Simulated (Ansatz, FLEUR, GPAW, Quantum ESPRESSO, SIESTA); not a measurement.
## One structure in several programs: CsI (Pm-3m, 2 atoms in the cell)

Self-consistent single point.

```yaml
crystal:
  lattice:
    - [4.57000, 0.00000, 0.00000]
    - [0.00000, 4.57000, 0.00000]
    - [0.00000, 0.00000, 4.57000]
  atoms:
    - { symbol: Cs, position: [0.00000, 0.00000, 0.00000] }
    - { symbol: I, position: [0.50000, 0.50000, 0.50000] }
```

Shared settings, as Ansatz (an electronic-structure program) writes them: kpoints.mp_grid.grid = 3 3 3; scf.occupations.method = fermi_dirac; scf.occupations.width = 0.01 eV. Potentials and cutoffs stand in the table.

| code | model | pressure (GPa) | gap on the mesh (eV) | cutoff |
|---|---|---|---|---|
| GPAW | PBE, GPAW PAW datasets PBE (gpaw-data 1.0.1) | 0.86 | 3.966 | 550 eV |
| SIESTA | GGA PBE, numerical atomic orbitals DZP, PseudoDojo PBE standard norm-conserving potentials (rewritten from UPF to PSML) | 1.34 | 3.753 | grid 300 Ry |
| Ansatz | PBE, default PAW files | 0.81 | 3.960 | 420 eV |
| Quantum ESPRESSO | PBE, SSSP 1.1.2 efficiency (PBE) pseudopotentials | 0.78 | 3.957 | 40 Ry |
| FLEUR | PBE, all-electron FLAPW (FLEUR), scalar-relativistic valence | – | 3.991 | Kmax 3.8 1/bohr |

A dash marks a value that a program does not give, or that is left out as unsure.

Gaps are read on the mesh. Another mesh or the band path gives a smaller gap, so these values are not converged in the mesh.

On Ansatz's run: spin-orbit coupling is off.

The spread over the programs that give each value: pressure within 0.56 GPa; gap on the mesh within 0.238 eV.

SIESTA uses small atom-centred bases, whose incompleteness enters pressures, forces and empty levels differently from a plane-wave cutoff. FLEUR treats all electrons, but the usual bases taken here (sphere radii, linearisation, local orbitals, empty states) were not tested for convergence, so the values are no reference for the others. Ansatz's pressure is given at a fixed set of plane waves, as the other plane-wave codes print theirs. In the gap, SIESTA (by 0.207) lies more than 0.12 eV from the median of the plane-wave programs.

On the base mesh (4 4 4) the same programs gave: Ansatz pressure 0.73 GPa, gap on the mesh 3.881 eV; Quantum ESPRESSO pressure 0.70 GPa, gap on the mesh 3.879 eV; GPAW pressure 0.78 GPa, gap on the mesh 3.884 eV; FLEUR gap on the mesh 3.912 eV; SIESTA pressure 1.19 GPa, gap on the mesh 3.699 eV.

The values differ from the base mesh's, so the mesh still matters here: the table compares the programs at equal settings.

The starting cell has typed, rounded lattice constants, without a prior relaxation at this level.

Left out of this page: CP2K (on another mesh).

Keys are those of Ansatz 0.2.
